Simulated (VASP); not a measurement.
Crystal: Si.

```
Si
1.0
     0.00000    2.72185    2.72185
     2.72185    0.00000    2.72185
     2.72185    2.72185    0.00000
Si
2
Direct
  0.50000 0.50000 0.50000
  0.75000 0.75000 0.75000
```

```yaml
Program: VASP 6.6.1
Task: single point
Functional: PBE
Potentials_or_basis: VASP PAW PBE potentials, release 64 (Si)
Cutoff: 520 eV
k_mesh: 8 × 8 × 8
Occupations: fermi-dirac, width 0.05 eV
Spin: no spin polarisation
```

On this cell: pressure 1.3 GPa; largest force zero by symmetry; band gap on the k mesh 0.63 eV, indirect (least direct gap 2.56 eV).

The same run follows on a disturbed copy (atoms moved at random, drawn with an rms of 0.05 Å):

```
Si
1.0
     0.00000    2.72185    2.72185
     2.72185    0.00000    2.72185
     2.72185    2.72185    0.00000
Si
2
Direct
  0.50931 0.48936 0.50317
  0.74387 0.75191 0.74386
```

Task: What changes?

Result: The energy moves by +15.6 meV/atom; pressure 1.4 GPa; largest force 0.903 eV/Å; band gap on the k mesh 0.23 eV, indirect (least direct gap 2.03 eV).

Forces on the atoms (eV/Å):
```
Si   0.099 -0.893 -0.084
Si  -0.099  0.893  0.084
```

Stress tensor (GPa, compression positive):
```
 1.51  0.25  2.57
 0.25  1.23 -0.29
 2.57 -0.29  1.51
```

A k mesh can miss the band edges.
